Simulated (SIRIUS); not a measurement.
**MgS (Niningerite) under changes of volume**

One of the cells (17.609 Å³/atom); the others are scaled copies at fixed shape and fractional positions:

```
S Mg
1.0
     0.00000    2.60165    2.60165
     2.60165    0.00000    2.60165
     2.60165    2.60165    0.00000
S Mg
1 1
Direct
  0.50000 0.50000 0.50000
  0.00000 0.00000 0.00000
```

* Program: SIRIUS 7.12.0
* Functional: LDA
* Potentials or basis: all-electron FP-LAPW
* Cutoff: 158 eV
* Basis: apw+lo standard
* k mesh: 9 × 9 × 9
* Occupations: fermi-dirac, width 0.05 eV
* Spin: no spin polarisation

```tsv
volume (Å³/atom)	energy over the lowest point (meV/atom)	gap on the mesh (eV)
16.553	?	?
16.905	0.00	2.78
17.257	2.25	2.74
17.609	7.91	2.69
17.962	16.51	2.65
18.314	27.92	2.61
18.666	41.83	2.57
```

Question: What does the run at 16.553 Å³/atom give?

Answer: Energy over the lowest point 1.61 meV/atom; gap on the mesh 2.82 eV.

Worked out: A Birch-Murnaghan fit of order 3 (a polynomial in V^(-2/3)) to the other rows has its minimum at 16.86 Å³/atom, just outside them, with B0 = V·E''(V) = 80 GPa and B' = 3.4. It gives 1.35 meV/atom at 16.553 Å³/atom, against the run's 1.61. A straight line through the other rows of the gap, of slope -2.13 eV per unit of ln V, extrapolates to 2.83 eV, against the run's 2.82.

Energies are extrapolated to zero smearing.

Caveats: an odd mesh through Γ misses points on the zone boundary, where band edges often lie.
